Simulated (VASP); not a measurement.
A run of VASP 6.6.1 is set up as follows.

File POSCAR:

```
MoS2
1.0
    3.1841260822      0.0000000000      0.0000000000
   -1.5920630411      2.7575340760      0.0000000000
    0.0000000000      0.0000000000     17.3345999500
Mo S
1 2
Direct
    0.0000000000      0.0000000000      0.0000000000
    0.3333333333      0.6666666667      0.9105070200
    0.3333333333      0.6666666667      0.0894929800
```

INCAR.step1

```
SYSTEM = MoS2
PREC = Accurate
ENCUT = 520
EDIFF = 1E-6
ISMEAR = 0
SIGMA = 0.02
LREAL = .FALSE.
LASPH = .TRUE.
NELM = 80
ALGO = Normal
ISIF = 2
LWAVE = .FALSE.
LCHARG = .TRUE.
LMAXMIX = 4
GGA = CA
```

The input KPOINTS.step1:

```
regular mesh
0
G
  10 10 2
  0 0 0
```

INCAR.step2

```
SYSTEM = MoS2
PREC = Accurate
ENCUT = 520
EDIFF = 1E-6
ISMEAR = 0
SIGMA = 0.05
LREAL = .FALSE.
LASPH = .TRUE.
NELM = 80
ALGO = Normal
ISIF = 2
LWAVE = .FALSE.
LCHARG = .FALSE.
LMAXMIX = 4
GGA = CA
ICHARG = 11
```

File KPOINTS.step2:

```
path GMKGALHA,LM,KH
10
line-mode
reciprocal
 0.0000000000  0.0000000000  0.0000000000  G
 0.5000000000  0.0000000000  0.0000000000  M

 0.5000000000  0.0000000000  0.0000000000  M
 0.3333333333  0.3333333333  0.0000000000  K

 0.3333333333  0.3333333333  0.0000000000  K
 0.0000000000  0.0000000000  0.0000000000  G

 0.0000000000  0.0000000000  0.0000000000  G
 0.0000000000  0.0000000000  0.5000000000  A

 0.0000000000  0.0000000000  0.5000000000  A
 0.5000000000  0.0000000000  0.5000000000  L

 0.5000000000  0.0000000000  0.5000000000  L
 0.3333333333  0.3333333333  0.5000000000  H

 0.3333333333  0.3333333333  0.5000000000  H
 0.0000000000  0.0000000000  0.5000000000  A

 0.5000000000  0.0000000000  0.5000000000  L
 0.5000000000  0.0000000000  0.0000000000  M

 0.3333333333  0.3333333333  0.0000000000  K
 0.3333333333  0.3333333333  0.5000000000  H
```

Potentials or basis: VASP PAW LDA potentials, release 64 (Mo_sv, S).

Command:

```console
$ cat potpaw_LDA.64/Mo_sv/POTCAR potpaw_LDA.64/S/POTCAR > POTCAR
$ cp INCAR.step1 INCAR
$ cp KPOINTS.step1 KPOINTS
$ mpirun -np 1 vasp_std > vasp.out
$ cp INCAR.step2 INCAR
$ cp KPOINTS.step2 KPOINTS
$ mpirun -np 1 vasp_std > vasp.out
```

Task: Predict the band gap on the k mesh.

Result: 1.74 eV, indirect (least direct gap 1.93 eV).

Task: What does it give for the band gap along the path?

Result: 1.59 eV, indirect (least direct gap 1.66 eV).

Levels at the corners of the path, in eV from the valence-band top:
| point | band 9 | band 10 | band 11 | band 12 | band 13 | band 14 | band 15 | band 16 | band 17 |
| --- | --- | --- | --- | --- | --- | --- | --- | --- | --- |
| Γ | -2.70 | -1.76 | -1.57 | -1.57 | 0.00 | 2.74 | 2.74 | 3.03 | 3.03 |
| M | -4.09 | -3.23 | -1.84 | -1.01 | -0.65 | 2.19 | 2.72 | 3.83 | 4.33 |
| M | -4.09 | -3.23 | -1.84 | -1.01 | -0.65 | 2.19 | 2.72 | 3.83 | 4.33 |
| K | -4.11 | -3.56 | -2.88 | -2.12 | -0.07 | 1.59 | 3.04 | 3.54 | 4.85 |
| K | -4.11 | -3.56 | -2.88 | -2.12 | -0.07 | 1.59 | 3.04 | 3.54 | 4.85 |
| Γ | -2.70 | -1.76 | -1.57 | -1.57 | 0.00 | 2.74 | 2.74 | 3.03 | 3.03 |
| Γ | -2.70 | -1.76 | -1.57 | -1.57 | 0.00 | 2.74 | 2.74 | 3.03 | 3.03 |
| A | -2.70 | -1.76 | -1.57 | -1.57 | 0.00 | 2.74 | 2.74 | 3.03 | 3.03 |
| A | -2.70 | -1.76 | -1.57 | -1.57 | 0.00 | 2.74 | 2.74 | 3.03 | 3.03 |
| L | -4.09 | -3.23 | -1.84 | -1.01 | -0.65 | 2.19 | 2.72 | 3.83 | 4.33 |
| L | -4.09 | -3.23 | -1.84 | -1.01 | -0.65 | 2.19 | 2.72 | 3.83 | 4.33 |
| H | -4.11 | -3.56 | -2.88 | -2.12 | -0.07 | 1.59 | 3.04 | 3.54 | 4.85 |
| H | -4.11 | -3.56 | -2.88 | -2.12 | -0.07 | 1.59 | 3.04 | 3.54 | 4.85 |
| A | -2.70 | -1.76 | -1.57 | -1.57 | 0.00 | 2.74 | 2.74 | 3.03 | 3.03 |
| L | -4.09 | -3.23 | -1.84 | -1.01 | -0.65 | 2.19 | 2.72 | 3.83 | 4.33 |
| M | -4.09 | -3.23 | -1.84 | -1.01 | -0.65 | 2.19 | 2.72 | 3.83 | 4.33 |
| K | -4.11 | -3.56 | -2.88 | -2.12 | -0.07 | 1.59 | 3.04 | 3.54 | 4.85 |
| H | -4.11 | -3.56 | -2.88 | -2.12 | -0.07 | 1.59 | 3.04 | 3.54 | 4.85 |

Caveat: the log is that of the step along the path at fixed density, whose energy, stress, charges and moments have no meaning. Expect the measured gap to be larger: semilocal functionals such as LDA lack the derivative discontinuity.
